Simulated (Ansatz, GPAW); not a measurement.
# Geometry or basis: what sets the conductance of an In chain with a Zn atom on top of one atom

How well does an In chain with a Zn atom on top of one atom conduct once its atoms have relaxed, and how much do cheaper levels lose?

Method: Ansatz plane waves; relaxation of the junction with the lead ends held; PAW set soft_1, in the first sound run; inputs show where later runs differ, in GPAW 26.7.0 and Ansatz 0.2.0.

## 1. Set-up

The cell holds 14 atoms: 13 In and 1 Zn. Cell: a = 9.000 Å, b = 9.000 Å, c = 38.350 Å, α = 90.0°, β = 90.0°, γ = 90.0°. Regions: left lead, 6 atoms (6 In); channel, 2 atoms (1 In and 1 Zn); right lead, 6 atoms (6 In). Vacuum lies along a and b. The structure is stacked along c, and the current runs across the ab planes.

## 2. Relaxation

Transmission follows bond lengths closely, so the atoms between the held lead ends are relaxed first, from a slightly shaken start that lets symmetry break.

Input file input.yaml:

```yaml
crystal:
  lattice:
    - [9.0, 0.0, 0.0]
    - [0.0, 9.0, 0.0]
    - [0.0, 0.0, 38.35]
  atoms:
    - { symbol: In, position: [0.5, 0.5, 0.0384615385] }
    - { symbol: In, position: [0.5, 0.5, 0.1153846154] }
    - { symbol: In, position: [0.5, 0.5, 0.1923076923] }
    - { symbol: In, position: [0.5, 0.5, 0.2692307692] }
    - { symbol: In, position: [0.5023183992, 0.4967350861, 0.3449229541] }
    - { symbol: In, position: [0.4902500981, 0.4988225595, 0.4240528863] }
    - { symbol: In, position: [0.5001102421, 0.5017061468, 0.5008004471] }
    - { symbol: Zn, position: [0.7929817358, 0.5088409557, 0.4993140222] }
    - { symbol: In, position: [0.5012451769, 0.5091319361, 0.5768337009] }
    - { symbol: In, position: [0.5003809817, 0.4982937349, 0.6541078434] }
    - { symbol: In, position: [0.5, 0.5, 0.7307692308] }
    - { symbol: In, position: [0.5, 0.5, 0.8076923077] }
    - { symbol: In, position: [0.5, 0.5, 0.8846153846] }
    - { symbol: In, position: [0.5, 0.5, 0.9615384615] }
kpoints:
  mp_grid: { grid: [1, 1, 2] }
hamiltonian:
  xc: pbe
  pseudopotentials: { kind: paw, azcp: { folder: soft_1 } }
scf:
  occupations: { method: fermi_dirac, width: 0.1 }
relax:
  f_tol: 0.03
  max_steps: 80
  constraints: [{ sites: [0, 1, 2, 3, 10, 11, 12, 13] }]
```

On the command line:

```
$ ansatz run input.yaml --threads 4 --pin off --max-ram 8192MiB --backend cpu --events-out ev --progress --plain --runs-dir out
```

Numbers of over 12 decimals in the logs are rounded to 6 here.

Log:

```text
Engine: ansatz 0.2.0, aarch64-unknown-linux-gnu
Pseudopotentials: kind: paw
Pseudopotential: In, paw, valence charge 13, recommended cutoff 420 eV (normal), soft_1/In.paw.azcp
Pseudopotential: Zn, paw, valence charge 12, recommended cutoff 420 eV (normal), soft_1/Zn.paw.azcp
Functional definition: PBE
  parameter kappa = 0.804
  parameter beta = 0.066725
  exchange = pbe_x(kappa = kappa, mu = beta*pi^2/3)
  correlation = pbe_c(beta = beta)
Crystal: 14 atoms, lattice volume = 3106.350 Å³
Basis set: ecut = 420 eV, 60645 PW (Γ), exchange–correlation on 128×128×540 points (8 copies of the dense FFT grid, shifted against one another)
Bands: 109, of which v1, the nominal top of the filled ones, is band 91 counted from 1 (90 counted from 0)
Symmetry: 1 space group operations
Space group: P1 (ITA 1), of the structure as read, at distance tolerance 1.5e-4 Å
k-points: 2
Non-local potential: In, projectors of the file, l = 0: 2, l = 1: 2, l = 2: 2, l = 3: 1
Non-local potential: Zn, projectors of the file, l = 0: 2, l = 1: 2, l = 2: 3, l = 3: 1
PAW form: soft (Blöchl's): semilocal exchange-correlation on the pseudo side does not see the compensation charge
PAW one-centre angular grid: In, 590 points (default); XC on 64 Gauss nodes
PAW one-centre angular grid: Zn, 590 points (default); XC on 64 Gauss nodes
Initial density: superposition of atomic densities (neutral atoms: chi_scale 0, normalization atom)
Initial wavefunctions: pseudopotential atomic-orbital guess
Functional: x = pbe(κ = 0.804, μ = 0.219515), c = pbe(β = 0.066725)
iter 1 solved again at ethr=1.74e-3 eV; its pass at ethr=3.10e-3 eV (dr2=3.15e0 eV) is discarded
SCF iter   1: F=—  HF=-76076.771681 eV  |F-HF|=—  |Δ(HF+E_count)|=         —  Δρ=6.35e-3  dr2=3.23e0  ethr=1.74e-3  ⟨swp⟩=1.0  Hψ=1089  notcnv=0
preconditioner: auto → LDOS  [metal: Δε(μ)=0.082 eV  Ē_g=12.831 eV  σ=0.100 eV  W_gap=0.20  n_scr=280 (ndim 8)  ℏωp=9.0 eV  f_vac=0.679  D(μ)=29.27/eV (n_scr^D=110)  β→1.0]
SCF iter   2: F=—  HF=-76075.840217 eV  |F-HF|=—  |Δ(HF+E_count)|=   9.31e-1  Δρ=3.11e-3  dr2=3.34e-1  ethr=1.74e-3  ⟨swp⟩=4.5  Hψ=325  notcnv=0
SCF iter   3: F=—  HF=-76075.978427 eV  |F-HF|=—  |Δ(HF+E_count)|=   1.38e-1  Δρ=2.63e-3  dr2=1.73e-1  ethr=1.84e-4  ⟨swp⟩=2.5  Hψ=468  notcnv=0
SCF iter   4: F=—  HF=-76075.945067 eV  |F-HF|=—  |Δ(HF+E_count)|=   3.34e-2  Δρ=1.31e-3  dr2=5.74e-2  ethr=9.58e-5  ⟨swp⟩=2.0  Hψ=289  notcnv=0
SCF iter   5: F=—  HF=-76075.932984 eV  |F-HF|=—  |Δ(HF+E_count)|=   1.21e-2  Δρ=3.13e-4  dr2=8.70e-3  ethr=3.17e-5  ⟨swp⟩=2.0  Hψ=292  notcnv=0
SCF iter   6: F=—  HF=-76075.932345 eV  |F-HF|=—  |Δ(HF+E_count)|=   6.39e-4  Δρ=1.20e-4  dr2=1.39e-3  ethr=4.80e-6  ⟨swp⟩=2.0  Hψ=304  notcnv=0
SCF iter   7: F=—  HF=-76075.932418 eV  |F-HF|=—  |Δ(HF+E_count)|=   7.34e-5  Δρ=5.57e-5  dr2=2.90e-4  ethr=7.66e-7  ⟨swp⟩=2.0  Hψ=305  notcnv=0
SCF iter   8: F=—  HF=-76075.932421 eV  |F-HF|=—  |Δ(HF+E_count)|=   3.12e-6  Δρ=1.54e-5  dr2=4.48e-5  ethr=1.60e-7  ⟨swp⟩=2.0  Hψ=312  notcnv=0
SCF iter   9: F=-76075.932418 eV  HF=-76075.932420 eV  |F-HF|=2.12e-6  |Δ(HF+E_count)|=   9.81e-7  Δρ=7.44e-6  dr2=3.71e-6  ethr=1.24e-8  ⟨swp⟩=4.0  Hψ=641  notcnv=0
SCF 1 converged in 9 iterations: F = -76075.932418 eV  dr2 = 3.71e-6
  greatest PAW one-centre occupation: 0.986 electrons in one spin orbital (limit 2), on the Zn atom at site 7 (counted from 0), in its partial waves of l = 2
relax step   1: F+E_penalty+E_count = -76075.93241837 eV  Δ(F+E_penalty+E_count) = +0.000e0 eV  max|allowed force component| = 4.322e-1 eV/Å  Δτ_max = 0.0000 Å  (9 SCF iters, dr2 threshold 2.25e-5 eV, accepted)
Initial density: handed on by an earlier stage of this run
Initial wavefunctions: those handed on with the density
iter 1 solved again at ethr=1.27e-5 eV; its pass at ethr=3.10e-3 eV (dr2=2.29e-2 eV) is discarded
SCF iter   1: F=—  HF=-76075.968992 eV  |F-HF|=—  |Δ(HF+E_count)|=         —  Δρ=3.29e-4  dr2=1.47e-2  ethr=1.27e-5  ⟨swp⟩=2.0  Hψ=653  notcnv=0
preconditioner: auto → LDOS  [metal: Δε(μ)=0.048 eV  Ē_g=12.831 eV  σ=0.100 eV  W_gap=0.12  n_scr=280 (ndim 8)  ℏωp=9.0 eV  f_vac=0.699  D(μ)=32.60/eV (n_scr^D=120)  β→1.0]
SCF iter   2: F=—  HF=-76075.967894 eV  |F-HF|=—  |Δ(HF+E_count)|=   1.10e-3  Δρ=2.27e-4  dr2=3.81e-3  ethr=8.12e-6  ⟨swp⟩=3.0  Hψ=459  notcnv=0
SCF iter   3: F=—  HF=-76075.967775 eV  |F-HF|=—  |Δ(HF+E_count)|=   1.19e-4  Δρ=1.21e-4  dr2=9.93e-4  ethr=2.10e-6  ⟨swp⟩=2.0  Hψ=402  notcnv=0
SCF iter   4: F=—  HF=-76075.967638 eV  |F-HF|=—  |Δ(HF+E_count)|=   1.37e-4  Δρ=6.69e-5  dr2=2.95e-4  ethr=5.49e-7  ⟨swp⟩=2.0  Hψ=279  notcnv=0
SCF iter   5: F=—  HF=-76075.967593 eV  |F-HF|=—  |Δ(HF+E_count)|=   4.59e-5  Δρ=3.10e-5  dr2=6.21e-5  ethr=1.63e-7  ⟨swp⟩=2.0  Hψ=266  notcnv=0
SCF iter   6: F=—  HF=-76075.967587 eV  |F-HF|=—  |Δ(HF+E_count)|=   5.58e-6  Δρ=9.65e-6  dr2=1.36e-5  ethr=3.43e-8  ⟨swp⟩=2.0  Hψ=264  notcnv=0
SCF iter   7: F=-76075.967586 eV  HF=-76075.967586 eV  |F-HF|=9.91e-7  |Δ(HF+E_count)|=   5.00e-7  Δρ=3.53e-6  dr2=1.82e-6  ethr=6.45e-9  ⟨swp⟩=4.0  Hψ=642  notcnv=0
SCF 2 converged in 7 iterations: F = -76075.967586 eV  dr2 = 1.82e-6
relax step   2: F+E_penalty+E_count = -76075.96758550 eV  Δ(F+E_penalty+E_count) = -3.517e-2 eV  max|allowed force component| = 2.678e-1 eV/Å  Δτ_max = 0.0729 Å  (7 SCF iters, dr2 threshold 1.17e-5 eV, accepted)
SCF iter   1: F=—  HF=-76076.055091 eV  |F-HF|=—  |Δ(HF+E_count)|=         —  Δρ=7.26e-4  dr2=9.41e-2  ethr=6.15e-4  ⟨swp⟩=7.0  Hψ=576  notcnv=0
preconditioner: auto → LDOS  [metal: Δε(μ)=0.026 eV  Ē_g=12.789 eV  σ=0.100 eV  W_gap=0.06  n_scr=280 (ndim 8)  ℏωp=9.0 eV  f_vac=0.699  D(μ)=31.28/eV (n_scr^D=120)  β→1.0]
SCF iter   2: F=—  HF=-76076.051590 eV  |F-HF|=—  |Δ(HF+E_count)|=   3.50e-3  Δρ=5.19e-4  dr2=1.73e-2  ethr=5.20e-5  ⟨swp⟩=3.0  Hψ=417  notcnv=0
SCF iter   3: F=—  HF=-76076.049820 eV  |F-HF|=—  |Δ(HF+E_count)|=   1.77e-3  Δρ=2.28e-4  dr2=3.78e-3  ethr=9.54e-6  ⟨swp⟩=2.0  Hψ=398  notcnv=0
SCF iter   4: F=—  HF=-76076.049506 eV  |F-HF|=—  |Δ(HF+E_count)|=   3.14e-4  Δρ=1.11e-4  dr2=7.68e-4  ethr=2.09e-6  ⟨swp⟩=2.0  Hψ=361  notcnv=0
SCF iter   5: F=—  HF=-76076.049484 eV  |F-HF|=—  |Δ(HF+E_count)|=   2.16e-5  Δρ=9.58e-5  dr2=2.89e-4  ethr=4.24e-7  ⟨swp⟩=2.0  Hψ=272  notcnv=0
SCF iter   6: F=—  HF=-76076.049422 eV  |F-HF|=—  |Δ(HF+E_count)|=   6.27e-5  Δρ=1.80e-5  dr2=4.86e-5  ethr=1.60e-7  ⟨swp⟩=2.0  Hψ=258  notcnv=0
SCF iter   7: F=—  HF=-76076.049423 eV  |F-HF|=—  |Δ(HF+E_count)|=   8.01e-7  Δρ=7.69e-6  dr2=9.10e-6  ethr=2.68e-8  ⟨swp⟩=2.0  Hψ=250  notcnv=0
SCF iter   8: F=-76076.049422 eV  HF=-76076.049422 eV  |F-HF|=8.33e-7  |Δ(HF+E_count)|=   1.71e-7  Δρ=3.21e-6  dr2=1.41e-6  ethr=2.48e-9  ⟨swp⟩=4.5  Hψ=656  notcnv=0
SCF 3 converged in 8 iterations: F = -76076.049422 eV  dr2 = 1.41e-6
relax step   3: F+E_penalty+E_count = -76076.04942162 eV  Δ(F+E_penalty+E_count) = -8.184e-2 eV  max|allowed force component| = 1.483e-1 eV/Å  Δτ_max = 0.1956 Å  (8 SCF iters, dr2 threshold 4.48e-6 eV, accepted)
[... from here on, the SCF cycles and remarks between the steps are left out ...]
relax step   4: F+E_penalty+E_count = -76076.15424165 eV  Δ(F+E_penalty+E_count) = -1.048e-1 eV  max|allowed force component| = 1.476e-1 eV/Å  Δτ_max = 0.1955 Å  (7 SCF iters, dr2 threshold 6.75e-6 eV, accepted)
relax step   5: F+E_penalty+E_count = -76076.25260535 eV  Δ(F+E_penalty+E_count) = -9.836e-2 eV  max|allowed force component| = 1.666e-1 eV/Å  Δτ_max = 0.1955 Å  (7 SCF iters, dr2 threshold 6.68e-6 eV, accepted)
relax step   6: F+E_penalty+E_count = -76076.30095887 eV  Δ(F+E_penalty+E_count) = -4.835e-2 eV  max|allowed force component| = 1.322e-1 eV/Å  Δτ_max = 0.2000 Å  (7 SCF iters, dr2 threshold 2.75e-5 eV, accepted)
relax step   7: F+E_penalty+E_count = -76076.32838966 eV  Δ(F+E_penalty+E_count) = -2.743e-2 eV  max|allowed force component| = 5.923e-2 eV/Å  Δτ_max = 0.1943 Å  (7 SCF iters, dr2 threshold 1.10e-5 eV, accepted)
relax step   8: F+E_penalty+E_count = -76076.34320020 eV  Δ(F+E_penalty+E_count) = -1.481e-2 eV  max|allowed force component| = 8.485e-2 eV/Å  Δτ_max = 0.1949 Å  (9 SCF iters, accepted)
relax step   9: F+E_penalty+E_count = -76076.35569049 eV  Δ(F+E_penalty+E_count) = -1.249e-2 eV  max|allowed force component| = 3.469e-2 eV/Å  Δτ_max = 0.1952 Å  (8 SCF iters, dr2 threshold 1.45e-6 eV, accepted)
relax step  10: F+E_penalty+E_count = -76076.36468808 eV  Δ(F+E_penalty+E_count) = -8.998e-3 eV  max|allowed force component| = 8.190e-2 eV/Å  Δτ_max = 0.1944 Å  (9 SCF iters, accepted)
relax step  11: F+E_penalty+E_count = -76076.36882418 eV  Δ(F+E_penalty+E_count) = -4.136e-3 eV  max|allowed force component| = 1.500e-1 eV/Å  Δτ_max = 0.1912 Å  (8 SCF iters, dr2 threshold 1.12e-6 eV, accepted)
relax step  12: F+E_penalty+E_count = -76076.38123439 eV  Δ(F+E_penalty+E_count) = -1.241e-2 eV  max|allowed force component| = 4.993e-2 eV/Å  Δτ_max = 0.1910 Å  (7 SCF iters, dr2 threshold 2.25e-5 eV, accepted)
relax step  13: F+E_penalty+E_count = -76076.38784537 eV  Δ(F+E_penalty+E_count) = -6.611e-3 eV  max|allowed force component| = 2.775e-2 eV/Å  Δτ_max = 0.1950 Å  (9 SCF iters, accepted)
relax step  14: F+E_penalty+E_count = -76076.38975771 eV  Δ(F+E_penalty+E_count) = -1.912e-3 eV  max|allowed force component| = 1.856e-2 eV/Å  Δτ_max = 0.1175 Å  (9 SCF iters, accepted)
relax step  15: F+E_penalty+E_count = -76076.39020933 eV  Δ(F+E_penalty+E_count) = -4.516e-4 eV  max|allowed force component| = 1.406e-2 eV/Å  Δτ_max = 0.0698 Å  (9 SCF iters, accepted)
SCF iter   1: F=—  HF=-76076.390807 eV  |F-HF|=—  |Δ(HF+E_count)|=         —  Δρ=2.65e-4  dr2=1.44e-2  ethr=6.28e-5  ⟨swp⟩=4.0  Hψ=561  notcnv=0
preconditioner: auto → LDOS  [metal: Δε(μ)=0.041 eV  Ē_g=12.748 eV  σ=0.100 eV  W_gap=0.10  n_scr=280 (ndim 8)  ℏωp=9.0 eV  f_vac=0.700  D(μ)=27.75/eV (n_scr^D=102)  β→1.0]
SCF iter   2: F=—  HF=-76076.391036 eV  |F-HF|=—  |Δ(HF+E_count)|=   2.29e-4  Δρ=2.28e-4  dr2=7.55e-3  ethr=7.95e-6  ⟨swp⟩=2.0  Hψ=429  notcnv=0
SCF iter   3: F=—  HF=-76076.390461 eV  |F-HF|=—  |Δ(HF+E_count)|=   5.74e-4  Δρ=6.37e-5  dr2=1.03e-3  ethr=4.17e-6  ⟨swp⟩=2.0  Hψ=385  notcnv=0
SCF iter   4: F=—  HF=-76076.390451 eV  |F-HF|=—  |Δ(HF+E_count)|=   1.03e-5  Δρ=5.18e-5  dr2=1.62e-4  ethr=5.70e-7  ⟨swp⟩=2.0  Hψ=365  notcnv=0
SCF iter   5: F=—  HF=-76076.390475 eV  |F-HF|=—  |Δ(HF+E_count)|=   2.37e-5  Δρ=6.19e-5  dr2=9.25e-5  ethr=8.95e-8  ⟨swp⟩=2.0  Hψ=271  notcnv=0
SCF iter   6: F=—  HF=-76076.390685 eV  |F-HF|=—  |Δ(HF+E_count)|=   2.11e-4  Δρ=6.90e-6  dr2=2.31e-5  ethr=5.11e-8  ⟨swp⟩=2.0  Hψ=267  notcnv=0
SCF iter   7: F=—  HF=-76076.390686 eV  |F-HF|=—  |Δ(HF+E_count)|=   3.35e-7  Δρ=2.28e-6  dr2=2.89e-6  ethr=1.27e-8  ⟨swp⟩=1.0  Hψ=218  notcnv=0
SCF iter   8: F=—  HF=-76076.390686 eV  |F-HF|=—  |Δ(HF+E_count)|=   6.96e-9  Δρ=1.23e-6  dr2=1.82e-6  ethr=1.59e-9  ⟨swp⟩=1.0  Hψ=218  notcnv=0
SCF iter   9: F=—  HF=-76076.390686 eV  |F-HF|=—  |Δ(HF+E_count)|=   3.00e-8  Δρ=5.81e-7  dr2=1.89e-7  ethr=1.01e-9  ⟨swp⟩=1.0  Hψ=218  notcnv=0
SCF iter  10: F=-76076.390686 eV  HF=-76076.390686 eV  |F-HF|=3.30e-9  |Δ(HF+E_count)|=   4.82e-9  Δρ=2.10e-7  dr2=5.32e-9  ethr=5.52e-11  ⟨swp⟩=4.0  Hψ=624  notcnv=0
SCF 16 converged in 10 iterations: F = -76076.390686 eV  dr2 = 5.32e-9
relax step  16: F+E_penalty+E_count = -76076.39068577 eV  Δ(F+E_penalty+E_count) = -4.764e-4 eV  max|allowed force component| = 9.839e-3 eV/Å  Δτ_max = 0.0956 Å  (10 SCF iters, accepted)
SCF converged after 10 iterations
Free energy (F): -76076.390686 eV
Harris-Foulkes:  -76076.390686 eV  (|F-HF|=3.30e-9)
Internal energy: -76075.517460 eV  (E = F + TS)
E sigma→0 (E₀):  -76075.954073 eV
Entropy (-TS):   -0.873226 eV (-62.373 meV/atom)
Fermi energy:    -1.775854 eV
--- Per-component energies (eV) ---
  E_band       = -2464.986955
  E_kinetic    = 2931.597183
  E_local      = -39540.282923  (includes V_loc(G=0)·N_el)
  E_nonlocal   = 5059.576424
  E_hartree    = 17106.367403
  E_xc         = -1928.828305
  E_vxc        = -1194.930194  (∫ρ·V_xc dr)
  E_paw        = -56560.794275  (= ΣΔE_a)
  E_vpaw       = -3933.683418  (= ΣTr[D̂ρ^β])
  E_aug_tail   = 0.001664  (compensation charges beyond the density's cutoff)
  E_ewald      = -3143.154631
  E_smearing   = -0.873226  (= −TS)
  E_closure    = 0.000000  (closes the sum)
  Σ components = -76076.390686   (vs F -76076.390686, Δ=0.00e0)
--- Forces (eV/Å), atoms counted from 1 ---
  atom   1  In     0.00260959     0.01616739     0.02786425
  atom   2  In    -0.00521411    -0.01747967     0.06159461
  atom   3  In    -0.00330807    -0.05237135    -0.08936220
  atom   4  In     0.00635838     0.05263909     0.33845649
  atom   5  In    -0.00183827     0.00125425    -0.00291298
  atom   6  In     0.00225886    -0.00112018     0.00246737
  atom   7  In     0.00084874     0.00428339    -0.00264111
  atom   8  Zn    -0.00329778    -0.00262119     0.00456102
  atom   9  In    -0.00099865     0.00075674    -0.00983884
  atom  10  In    -0.00252876    -0.00063712     0.00646750
  atom  11  In     0.01587198     0.05106113    -0.33542893
  atom  12  In    -0.00882359    -0.05110006     0.08562941
  atom  13  In    -0.00696658    -0.01705293    -0.06127108
  atom  14  In     0.00501116     0.01621205    -0.02558523
  max |Σ_I F_I| component: 1.71e-5 eV/Å
--- Relaxed structure (16 steps of the walk, 16 accepted, 0 SCFs on fresh bases) ---
  F+E_penalty+E_count = -76076.39068577 eV   max|allowed force component| = 9.839e-3 eV/Å
  atoms:
    - { symbol: In, position: [0.5, 0.5, 0.0384615385] }
    - { symbol: In, position: [0.5, 0.5, 0.115385] }
    - { symbol: In, position: [0.5, 0.5, 0.1923076923] }
    - { symbol: In, position: [0.5, 0.5, 0.2692307692] }
    - { symbol: In, position: [0.486429, 0.405662, 0.349642] }
    - { symbol: In, position: [0.485252, 0.493427, 0.429992] }
    - { symbol: In, position: [0.371069, 0.371254, 0.500633] }
    - { symbol: Zn, position: [0.658944, 0.447013, 0.498752] }
    - { symbol: In, position: [0.493273, 0.493690, 0.570258] }
    - { symbol: In, position: [0.476852, 0.409110, 0.650435] }
    - { symbol: In, position: [0.5, 0.5, 0.730769] }
    - { symbol: In, position: [0.5, 0.5, 0.8076923077] }
    - { symbol: In, position: [0.5, 0.5, 0.884615] }
    - { symbol: In, position: [0.5, 0.5, 0.961538] }
```

The job ended after 3.1 min (4 threads of Arm Neoverse V1, shared host; peak memory 3.6 GiB; 12 min of CPU time).

The steps of the relaxation:

```csv
step,energy less that of the first step (eV),largest force component (eV/Å)
1,0.0000,0.4322
2,-0.0352,0.2678
3,-0.1170,0.1483
4,-0.2218,0.1476
5,-0.3202,0.1666
6,-0.3685,0.1322
7,-0.3960,0.0592
8,-0.4108,0.0849
9,-0.4233,0.0347
10,-0.4323,0.0819
11,-0.4364,0.1500
12,-0.4488,0.0499
13,-0.4554,0.0278
14,-0.4573,0.0186
15,-0.4578,0.0141
16,-0.4583,0.0098
```

The atoms that moved most (Å):

| atom | dx | dy | dz | length |
| --- | --- | --- | --- | --- |
| In7 | -1.161 | -1.174 | -0.006 | 1.651 |
| Zn8 | -1.206 | -0.556 | -0.022 | 1.329 |
| In5 | -0.143 | -0.820 | 0.181 | 0.851 |
| In10 | -0.212 | -0.803 | -0.141 | 0.842 |
| In9 | -0.072 | -0.139 | -0.252 | 0.297 |
| In6 | -0.045 | -0.049 | 0.228 | 0.237 |

This step gave:

| Quantity | Value |
| --- | --- |
| free energy | -76076.3907 eV |
| smearing term TS | 0.8732 eV |
| symmetry operations | 1 |

The relaxation lowered the energy of the cell by 0.458 eV.

(Part 1 of 4 ends here.)

[Logs are printed without paths, hosts, clocks, repeated set-up lines and the standing remarks that a program may print on its own settings, such as how far it seeks lower states.]

[Hosts, paths, dates, database ids (printed as entryN), source tags and the programs' standing remarks are cut or masked in the printed files.]
